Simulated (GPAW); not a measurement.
The system is Cu.

```
CELL_PARAMETERS angstrom
2.53076 0.00000 0.00000
-1.26538 2.19171 0.00000
0.00000 0.00000 8.26182
ATOMIC_POSITIONS crystal
Cu 0.66667 0.33333 0.75000
Cu 0.00000 0.00000 0.50000
Cu 0.33333 0.66667 0.25000
Cu 0.00000 0.00000 0.00000
```

This isn't the form of Cu at room conditions, which is fcc.

| Property | Result |
| --- | --- |
| Program | GPAW 26.7.0 |
| Task | relaxation of cell and atoms |
| Functional | PBEsol |
| Dispersion | D3(BJ)+ATM |
| Potentials or basis | PAW data sets generated in the run's folder for this functional |
| Cutoff | 600 eV |
| Basis | pw |
| k mesh | 8 × 8 × 2 |
| Occupations | fermi-dirac, width 0.05 eV |
| Spin | no spin polarisation |

At the start: pressure -5.1 GPa; volume 11.46 Å³/atom.

Problem. How do energy, volume and symmetry change on relaxing?

Solution. Over 8 steps the energy falls by 7.3 meV/atom and the volume is 11.13 Å³/atom (-2.9 %); space group P6_3/mmc (No. 194, to 0.05 Å).

Step by step:
```
step  energy change (eV)  largest force (eV/Å)  pressure (GPa)  volume (Å³)
   1              0.0000                0.0000           -5.08        45.83
   2             -0.0054                0.0000           -4.48        45.65
   3             -0.0232                0.0000            0.52        44.33
   4             -0.0236                0.0000            0.29        44.38
   5             -0.0251                0.0000           -0.30        44.53
   6             -0.0271                0.0000           -0.64        44.61
   7             -0.0289                0.0000           -0.50        44.58
   8             -0.0294                0.0000           -0.17        44.50
```

Final structure:
```xyz
4
Lattice="2.5269 0.0000 0.0000 -1.2634 2.1883 0.0000 0.0000 0.0000 8.0480" Properties=species:S:1:pos:R:3 pbc="T T T"
Cu    1.2634    0.7294    6.0360
Cu    0.0000    0.0000    4.0240
Cu    0.0000    1.4589    2.0120
Cu    0.0000    0.0000    0.0000
```

Caveat: the k mesh is coarse (spacing up to 0.38 Å⁻¹), so the values aren't converged; with this Cu data set, volumes or pressures lay over 1.5 % or 2 GPa off other programs in two to four cells of ten; later steps reuse the first step's grids; pairwise dispersion overbinds metals, which lowers pressure and volume.
